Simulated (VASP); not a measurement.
Set up this calculation in VASP 6.6.1, as the native input.

- Task: relaxation of cell and atoms
- Functional: LDA
- Potentials or basis: VASP PAW LDA potentials, release 64 (Ba_sv, Ti_sv, O)
- Cutoff: 600 eV
- k mesh: 7 × 7 × 7
- Occupations: fermi-dirac, width 0.05 eV
- Spin: no spin polarisation
- Further INCAR settings: ALGO = Normal; EDIFF = 1e-07; IBRION = 2; EDIFFG = -0.02; NSW = 40; ISIF = 3

The structure of BaTiO3 lies in POSCAR:

```
BaTiO3
1.0
    3.9998000000      0.0000000000      0.0000000000
    0.0000000000      3.9998000000      0.0000000000
    0.0000000000      0.0000000000      4.0180000000
Ba Ti O
1 1 3
Direct
    0.0000000000      0.0000000000      0.0000000000
    0.5000000000      0.5000000000      0.4900000000
    0.0000000000      0.5000000000      0.5170000000
    0.5000000000      0.0000000000      0.5170000000
    0.5000000000      0.5000000000      0.0190000000
```

One way to write it, as run:

INCAR

```
  PREC = Accurate
  ENCUT = 600
  EDIFF = 1E-7
  ISMEAR = -1
  SIGMA = 0.05
  LREAL = False
  LASPH = True
  NELM = 100
  ALGO = Normal
  ISIF = 3
  LWAVE = False
  LCHARG = False
  IBRION = 2
  NSW = 40
  EDIFFG = -0.02
```

KPOINTS

```
regular mesh
0
Gamma
  7 7 7
```

Potentials or basis: VASP PAW LDA potentials, release 64 (Ba_sv, Ti_sv, O).

Run with:

```bash
$ cat potpaw_LDA.64/Ba_sv/POTCAR potpaw_LDA.64/Ti_sv/POTCAR potpaw_LDA.64/O/POTCAR > POTCAR
$ mpirun -np 1 vasp_std > vasp.out
```

It gave:

```
Relaxed volume                         : 12.40 Å³/atom
Relaxed cell                           : a = 3.942 Å, b = 3.942 Å, c = 3.989 Å, α = 90.00°, β = 90.00°, γ = 90.00°
Space group after relaxing (to 0.05 Å) : P4mm (No. 99)
Energy gained by relaxing              : 10.9 meV/atom
Ionic steps                            : 7
Pressure after relaxing                : -0.1 GPa
Largest force after relaxing           : 0.018 eV/Å
Band gap on the k mesh                 : 1.86 eV, indirect (least direct gap 2.04 eV)
```

Caveat: spin-orbit coupling is left out, which moves the levels of the heavy elements; an odd mesh through Γ misses points on the zone boundary, where band edges often lie.

Wall time 4.4 min on 1 thread of Intel(R) Xeon(R) Platinum 8488C (Sapphire Rapids), on a shared host, peak memory 0.22 GiB.
